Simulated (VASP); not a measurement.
AlAs: relaxation of cell and atoms with PBE

The system is AlAs.

```
Al As
1.0
     0.00000    2.83040    2.83040
     2.83040    0.00000    2.83040
     2.83040    2.83040    0.00000
Al As
1 1
Direct
  0.00000 0.00000 0.00000
  0.75000 0.75000 0.75000
```

```json
{
 "Program": "VASP 6.6.1",
 "Task": "relaxation of cell and atoms",
 "Functional": "PBE",
 "Potentials or basis": "VASP PAW PBE potentials, release 64 (Al, As)",
 "Cutoff": "520 eV",
 "k mesh": "8 × 8 × 8",
 "Occupations": "gaussian, width 0.1 eV",
 "Spin": "no spin polarisation",
 "Further INCAR settings": "ALGO = Normal; EDIFF = 1e-06; IBRION = 2; EDIFFG = -0.01; NSW = 90; ISIF = 3"
}
```

| Quantity | Value |
| --- | --- |
| Relaxed volume | 23.55 Å³/atom |
| Relaxed cell | a = 4.054 Å, b = 4.054 Å, c = 4.054 Å, α = 60.00°, β = 60.00°, γ = 60.00° |
| Space group after relaxing (to 0.05 Å) | F-43m (No. 216) |
| Energy gained by relaxing | 7.3 meV/atom |
| Ionic steps | 3 |
| Pressure after relaxing | 0.0 GPa |
| Band gap on the k mesh | 1.50 eV, indirect (least direct gap 1.76 eV) |

Step by step:
```tsv
step	energy change (eV)	largest force (eV/Å)	pressure (GPa)	volume (Å³)
1	0.0000	0.0000	2.78	45.35
2	-0.0113	0.0000	-1.19	47.98
3	-0.0146	0.0000	0.01	47.10
```

Final structure:
```
CELL_PARAMETERS angstrom
0.00000 2.86628 2.86628
2.86628 0.00000 2.86628
2.86628 2.86628 0.00000
ATOMIC_POSITIONS crystal
Al 0.00000 0.00000 0.00000
As 0.75000 0.75000 0.75000
```

Levels at points of the mesh, in eV from the valence-band top:
```
           k point  band 1  band 2  band 3  band 4  band 5  band 6  band 7  band 8
(0.00, 0.00, 0.00)  -11.66    0.00    0.00    0.00    1.76    4.22    4.22    4.22
(0.50, 0.00, 0.00)  -10.32   -5.41   -0.80   -0.80    2.00    4.65    4.65    7.68
(0.50, 0.50, 0.00)   -9.81   -5.30   -2.09   -2.09    1.50    2.29   10.04   10.04
```

It took 14 s on 1 thread of AMD EPYC 9R14 (Zen 4), on a shared host, peak memory 0.14 GiB.

A k mesh can miss the band edges. Zero-point motion and thermal expansion aren't in these numbers.
